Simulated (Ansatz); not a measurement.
# Two self-consistent states of Cr2O3

An SCF can end in more than one state. Here Cr2O3, a crystal from a database, its volume scaled a little, is run from each state found earlier: which lies lowest, and what else changes?

Program: Ansatz 0.2.0. Level of theory: DFT, r2SCAN, plane waves, PAW. These are calculated values, not measurements.

### Step 1. The cell

Symmetry: R-3c, No. 167, trigonal system. The conventional cell has a = 4.882 Å, b = 4.882 Å, c = 13.404 Å, α = 90.00°, β = 90.00°, γ = 120.00°. Cr (site symmetry 3) is surrounded by 6 O at 1.93 to 1.99 Å. O (site symmetry 2) has 4 Cr at 1.93 to 1.99 Å as nearest neighbours.

Its coordinates follow in the input file.

The states: A, Cr1 up, Cr2 down, Cr3 up, Cr4 down (collinear spin); B, Cr1 down, Cr2 up, Cr3 up, Cr4 down (collinear spin). Each run reads its own saved solution as saved_state.

### Step 2. State A: the run

input.yaml reads:

```yaml
crystal:
  lattice:
    - [2.441242, 4.228355, 0.0]
    - [-2.441242, 4.228355, 0.0]
    - [0.0, -2.818904, 4.468129]
  atoms:
    - { symbol: Cr, position: [0.3472, 0.3472, 0.0416], spin: 3.0 }
    - { symbol: Cr, position: [0.1528, 0.1528, 0.4584], spin: -3.0 }
    - { symbol: Cr, position: [0.6528, 0.6528, 0.9584], spin: 3.0 }
    - { symbol: Cr, position: [0.8472, 0.8472, 0.5416], spin: -3.0 }
    - { symbol: O, position: [0.5586, 0.9414, 0.75], spin: 0.0 }
    - { symbol: O, position: [0.25, 0.5586, 0.75], spin: 0.0 }
    - { symbol: O, position: [0.9414, 0.25, 0.75], spin: 0.0 }
    - { symbol: O, position: [0.4414, 0.0586, 0.25], spin: 0.0 }
    - { symbol: O, position: [0.75, 0.4414, 0.25], spin: 0.0 }
    - { symbol: O, position: [0.0586, 0.75, 0.25], spin: 0.0 }
  symmetry: { detect: false, time_reversal: true }
kpoints:
  mp_grid: { grid: [5, 5, 5], shift: [0, 0, 0] }
magnetization:
  spin_polarized: true
scf:
  occupations: { method: tetrahedron }
  lower_state_search: "off"
  max_iter: 200
hamiltonian:
  pseudopotentials: { kind: paw }
  xc: r2scan
basis:
  ecutwfc: 500
  fft_grid_basis: typed
output:
  forces: true
  stress: true
  eigenvalues: true
  bader: true
  populations: true
  elf: true
  write_potential: true
  volumetric_format: npy
  dos:
    e_range: [-12, 8]
    de: 0.05
    projected: { site_lists: { Cr: [Cr], O: [O] } }
checkpoint:
  read: saved_state
```

What it wrote (excerpt; [...] marks lines left out):

```text
Warning: output.forces, output.stress, relax.cell or npt_langevin: where a Kohn–Sham band that disperses or a degenerate level is filled in part under the method tetrahedron, the forces or the stress that this run publishes need not agree with its energy (scf.occupations.method in the [...]
Warning: RAYON_NUM_THREADS=2 ignored (pool sized by the plan → 2); use --threads N
band count auto-derived: 64 (N_el = 92.0; filled up to band 46; 63 by the electrons, moments and atoms)
[...]
Pseudopotentials: kind: paw
Pseudopotential: Cr, paw, valence charge 14, recommended cutoff 500 eV (meta_gga), Cr.paw.azcp
Pseudopotential: O, paw, valence charge 6, recommended cutoff 500 eV (meta_gga), O.paw.azcp
Functional definition: r2SCAN
[...]
Crystal: 10 atoms, lattice volume = 92.244 Å³
Basis set: ecut = 500 eV, 2327 PW (Γ), exchange–correlation on 144×144×160 points (64 copies of the dense FFT grid, shifted against one another)
Bands: 64, of which v1, the nominal top of the filled ones, is band 46 counted from 1 (45 counted from 0)
Symmetry: 1 space group operations
k-points: 63 of 125 (time reversal used)
[...]
Starting moments: Σ|m| = 12 μB on 4 of 10 sites; this step starts from the density that it was given
[...]
SCF iter   1: F=—  HF=-16949.715596 eV  |F-HF|=—  |Δ(HF+E_count)|=         —  Δρ=9.38e-3 (↑9.00e-3 ↓9.38e-3)  dr2=9.28e-3  dr2_τ=2.98e-2  dr2_m=4.01e-2  M=0.000 μB ∫|m|=11.350 μB  β_m=0.30  ethr=1.03e-5  ⟨swp⟩=5.3  Hψ=41483  notcnv=0
[...]
--- Forces (eV/Å), atoms counted from 1 ---
  atom   1  Cr     0.00001143    -0.00000968    -0.10098403
  atom   2  Cr    -0.00001399     0.00000206     0.10097217
  atom   3  Cr    -0.00001146     0.00000965     0.10098403
  atom   4  Cr     0.00001401    -0.00000205    -0.10097221
  atom   5  O     -0.10279106    -0.00001055     0.00001165
  atom   6  O      0.05139233    -0.08905348    -0.00000740
  atom   7  O      0.05141635     0.08905319    -0.00000077
  atom   8  O      0.10279105     0.00001052    -0.00001163
[...]
--- Stress (GPa, compression-positive) ---
       14.403346       0.000082       0.000052
       -0.000073      14.403399      -0.000213
       -0.000117       0.000003       8.494828
  P = ⅓ Tr σ = 12.4339 GPa (124.339 kbar)
--- Band table (eV; the first three rows and the last of 126) ---
[...]
--- Löwdin populations: 10 sites ---
  site symbol       q [e]    m [muB]
     0     Cr     12.7198     2.6829
     1     Cr     12.7198    -2.6829
     2     Cr     12.7198     2.6829
     3     Cr     12.7198    -2.6829
     4      O      6.7779     0.0000
     5      O      6.7779     0.0000
     6      O      6.7779    -0.0000
     7      O      6.7779     0.0000
     8      O      6.7779     0.0000
     9      O      6.7779    -0.0000
  spilling = 0.004930 (of n_electrons = 92.000000)
--- Bader charges: 10 sites ---
  site symbol  charge [e]  shift [e]    m [muB]
     0     Cr      1.8421     0.0021     2.6480
     1     Cr      1.8421     0.0021    -2.6480
     2     Cr      1.8422     0.0021     2.6479
     3     Cr      1.8422     0.0021    -2.6479
     4      O     -1.2281     0.0014     0.0000
     5      O     -1.2281     0.0014     0.0000
     6      O     -1.2281     0.0014     0.0000
     7      O     -1.2281     0.0014     0.0000
     8      O     -1.2281     0.0014     0.0000
     9      O     -1.2281     0.0014     0.0000
  estimated error of the sums over rays = 3.2e-4 e
```

Run time: 70 s. Hardware: 2 threads of an x86-64 CPU, shared host; peak memory 1.1 GiB.

### Step 3. State A: levels and charges

States per cell by energy window, from dos.tsv and pdos.tsv (tetrahedra; eV from the Fermi level):

| from | to | total | up | down | Cr d | O p |
| --- | --- | --- | --- | --- | --- | --- |
| -8.0 | -7.0 | 1.61 | 0.81 | 0.81 | 0.38 | 1.14 |
| -7.0 | -6.0 | 7.79 | 3.90 | 3.90 | 1.75 | 5.67 |
| -6.0 | -5.0 | 8.45 | 4.22 | 4.22 | 2.18 | 6.04 |
| -5.0 | -4.0 | 6.30 | 3.15 | 3.15 | 1.34 | 4.79 |
| -4.0 | -3.0 | 8.23 | 4.11 | 4.11 | 1.11 | 6.90 |
| -3.0 | -2.0 | 3.62 | 1.81 | 1.81 | 0.43 | 3.12 |
| -2.0 | -1.0 | 2.25 | 1.12 | 1.12 | 1.85 | 0.34 |
| -1.0 | 0.0 | 9.67 | 4.83 | 4.83 | 7.43 | 1.94 |
| 0.0 | 1.0 | 0.09 | 0.05 | 0.05 | 0.07 | 0.02 |
| 1.0 | 2.0 | 0.00 | 0.00 | 0.00 | 0.00 | 0.00 |
| 2.0 | 3.0 | 4.79 | 2.40 | 2.40 | 4.14 | 0.39 |
| 3.0 | 4.0 | 8.35 | 4.18 | 4.18 | 6.78 | 1.06 |
| 4.0 | 5.0 | 9.15 | 4.58 | 4.58 | 7.20 | 1.51 |
| 5.0 | 6.0 | 5.70 | 2.85 | 2.85 | 3.87 | 1.53 |

On the mesh the valence top lies at 0.00 eV and the conduction bottom at 2.21 eV on this scale.

Gathered by element (positive charge: electrons given up): Löwdin charges also hold the electrons that the projection spills.

| element | atoms | Bader charge (e) | Bader volume (Å³) | Löwdin charge (e) | Bader moment, size (μB) |
| --- | --- | --- | --- | --- | --- |
| Cr | 4 | +1.84 | 7.3 | +1.28 | 2.65 |
| O | 6 | -1.23 | 10.5 | -0.78 | 0.00 |

Löwdin charges rest on a small set of atomic orbitals that misses 0.5 % of the electrons, so they need not add up to the cell's charge and can differ from Bader's even in sign.

The main site moments: Cr1 up, Cr2 down, Cr3 up, Cr4 down.

### Step 4. Run from state B

input.yaml reads:

```yaml
crystal:
  lattice:
    - [2.441242, 4.228355, 0.0]
    - [-2.441242, 4.228355, 0.0]
    - [0.0, -2.818904, 4.468129]
  atoms:
    - { symbol: Cr, position: [0.3472, 0.3472, 0.0416], spin: 3.0 }
    - { symbol: Cr, position: [0.1528, 0.1528, 0.4584], spin: 3.0 }
    - { symbol: Cr, position: [0.6528, 0.6528, 0.9584], spin: 3.0 }
    - { symbol: Cr, position: [0.8472, 0.8472, 0.5416], spin: 3.0 }
    - { symbol: O, position: [0.5586, 0.9414, 0.75] }
    - { symbol: O, position: [0.25, 0.5586, 0.75] }
    - { symbol: O, position: [0.9414, 0.25, 0.75] }
    - { symbol: O, position: [0.4414, 0.0586, 0.25] }
    - { symbol: O, position: [0.75, 0.4414, 0.25] }
    - { symbol: O, position: [0.0586, 0.75, 0.25] }
  symmetry: { detect: false, time_reversal: true }
kpoints:
  mp_grid: { grid: [5, 5, 5], shift: [0, 0, 0] }
  band_path:
    path:
      - [0.0, 0.0, 0.0]
      - [0.0, 0.0, 0.5]
      - [0.26699605, -0.26699605, 0.5]
      - [0.26699605, -0.46600792, 0.23300397]
      - [0.5, -1.0e-08, -4.0e-08]
      - [0.0, 0.0, 0.0]
      - [0.36650198, -0.36650198, 0.0]
      - [0.26699605, -0.36650198, 0.36650199]
      - [1.0e-08, -0.5, 0.50000004]
      - [0.0, 0.0, 0.0]
    npoints: 6
magnetization:
  spin_polarized: true
scf:
  occupations: { method: tetrahedron }
  lower_state_search: "off"
  max_iter: 200
hamiltonian:
  pseudopotentials: { kind: paw }
  xc: r2scan
basis:
  ecutwfc: 500
  fft_grid_basis: typed
output:
  forces: true
  stress: true
  eigenvalues: true
  bader: true
  populations: true
  elf: true
  write_potential: true
  volumetric_format: npy
  dos:
    e_range: [-12, 8]
    de: 0.05
    projected: { site_lists: { Cr: [Cr], O: [O] } }
checkpoint:
  read: saved_state
```

What it wrote (excerpt; [...] marks lines left out):

```text
Warning: output.forces, output.stress, relax.cell or npt_langevin: where a Kohn–Sham band that disperses or a degenerate level is filled in part under the method tetrahedron, the forces or the stress that this run publishes need not agree with its energy (scf.occupations.method in the [...]
Warning: RAYON_NUM_THREADS=2 ignored (pool sized by the plan → 2); use --threads N
band count auto-derived: 64 (N_el = 92.0; filled up to band 46; 63 by the electrons, moments and atoms)
[...]
Pseudopotentials: kind: paw
Pseudopotential: Cr, paw, valence charge 14, recommended cutoff 500 eV (meta_gga), Cr.paw.azcp
Pseudopotential: O, paw, valence charge 6, recommended cutoff 500 eV (meta_gga), O.paw.azcp
Functional definition: r2SCAN
[...]
Crystal: 10 atoms, lattice volume = 92.244 Å³
Basis set: ecut = 500 eV, 2327 PW (Γ), exchange–correlation on 144×144×160 points (64 copies of the dense FFT grid, shifted against one another)
Bands: 64, of which v1, the nominal top of the filled ones, is band 46 counted from 1 (45 counted from 0)
Symmetry: 1 space group operations
k-points: 63 of 125 (time reversal used)
[...]
WARN: the starting moments were not kept: 2 of 4 ended reversed and 2 kept their direction, counting a site from 0.1 of the cell's largest site moment. The largest reversed, site 3 (counted from 0, in the order of the report's site_moments_mub), started with +3.0 μB and closes at -2.3e0 [...]
--- Stress (GPa, compression-positive) ---
       10.840125      -0.000024       0.000021
       -0.000000      10.840092       0.000077
        0.000014      -0.000066      11.580804
  P = ⅓ Tr σ = 11.0870 GPa (110.870 kbar)
--- Band table (eV; the first three rows and the last of 126) ---
[...]
--- Löwdin populations: 10 sites ---
  site symbol       q [e]    m [muB]
     0     Cr     12.7235    -2.7082
     1     Cr     12.7235     2.7082
     2     Cr     12.7235     2.7082
     3     Cr     12.7235    -2.7082
     4      O      6.7755     0.0000
     5      O      6.7755     0.0000
     6      O      6.7755     0.0000
     7      O      6.7755     0.0000
     8      O      6.7755     0.0000
     9      O      6.7755     0.0000
  spilling = 0.004928 (of n_electrons = 92.000000)
--- Bader charges: 10 sites ---
  site symbol  charge [e]  shift [e]    m [muB]
     0     Cr      1.8422     0.0022    -2.6776
     1     Cr      1.8422     0.0022     2.6776
     2     Cr      1.8422     0.0022     2.6776
     3     Cr      1.8421     0.0022    -2.6776
     4      O     -1.2281     0.0015     0.0000
     5      O     -1.2281     0.0015     0.0000
     6      O     -1.2281     0.0015     0.0000
     7      O     -1.2281     0.0015     0.0000
     8      O     -1.2281     0.0015     0.0000
     9      O     -1.2281     0.0015     0.0000
  estimated error of the sums over rays = 3.3e-4 e
```

Run time: 84 s. Hardware: 2 threads of an x86-64 CPU, shared host; peak memory 1.1 GiB.

### Step 5. State B: levels and charges

Counts of states in windows (eV from the Fermi level; tetrahedra), total and projected:

| from | to | total | up | down | Cr d | O p |
| --- | --- | --- | --- | --- | --- | --- |
| -8.0 | -7.0 | 0.47 | 0.23 | 0.23 | 0.11 | 0.33 |
| -7.0 | -6.0 | 7.96 | 3.98 | 3.98 | 1.80 | 5.76 |
| -6.0 | -5.0 | 8.21 | 4.10 | 4.10 | 2.06 | 5.90 |
| -5.0 | -4.0 | 7.06 | 3.53 | 3.53 | 1.64 | 5.25 |
| -4.0 | -3.0 | 7.80 | 3.90 | 3.90 | 1.08 | 6.52 |
| -3.0 | -2.0 | 4.48 | 2.24 | 2.24 | 0.57 | 3.83 |
| -2.0 | -1.0 | 0.71 | 0.36 | 0.36 | 0.61 | 0.09 |
| -1.0 | 0.0 | 11.27 | 5.63 | 5.63 | 8.67 | 2.26 |
| 0.0 | 1.0 | 0.01 | 0.01 | 0.01 | 0.01 | 0.00 |
| 1.0 | 2.0 | 0.00 | 0.00 | 0.00 | 0.00 | 0.00 |
| 2.0 | 3.0 | 3.02 | 1.51 | 1.51 | 2.48 | 0.32 |
| 3.0 | 4.0 | 10.48 | 5.24 | 5.24 | 9.01 | 0.98 |
| 4.0 | 5.0 | 8.78 | 4.39 | 4.39 | 6.51 | 1.77 |
| 5.0 | 6.0 | 5.66 | 2.83 | 2.83 | 3.94 | 1.42 |

On the mesh the valence top lies at 0.00 eV and the conduction bottom at 2.63 eV on this scale.

By element, from the tables in the log (a charge is positive for electrons lost): Löwdin charges also hold the electrons that the projection spills.

| element | atoms | Bader charge (e) | Bader volume (Å³) | Löwdin charge (e) | Bader moment, size (μB) |
| --- | --- | --- | --- | --- | --- |
| Cr | 4 | +1.84 | 7.3 | +1.28 | 2.68 |
| O | 6 | -1.23 | 10.5 | -0.78 | 0.00 |

Löwdin charges rest on a small set of atomic orbitals that misses 0.5 % of the electrons, so they need not add up to the cell's charge and can differ from Bader's even in sign.

The main site moments: Cr1 down, Cr2 up, Cr3 up, Cr4 down.

### Step 6. Comparison

| state | free energy (meV/atom) | largest site moment (μB) | size of the net moment (μB/cell) | gap (eV) | pressure (GPa) | largest force (eV/Å) | SCF cycles |
| --- | --- | --- | --- | --- | --- | --- | --- |
| A | 33.4 | 2.28 | 0.00 | 2.21 | 12.4 | 0.10 | 8 |
| B | 0.0 | 2.30 | 0.00 | 2.63 | 11.1 | 0.05 | 9 |

**Reading.** State B lies lowest, 33.4 meV per atom under state A. Gaps that take in a band path and gaps read on the mesh alone aren't sampled alike. At the same volume their pressures differ by 1.3 GPa. Every run converged, so convergence alone does not show that a state is the lowest.

Keep in mind: empty levels are not fully converged; forces and stress under tetrahedra may miss the slope of the energy.

These are semilocal Kohn-Sham gaps, which aren't the measured quantity. Such gaps usually fall short of the measured ones.
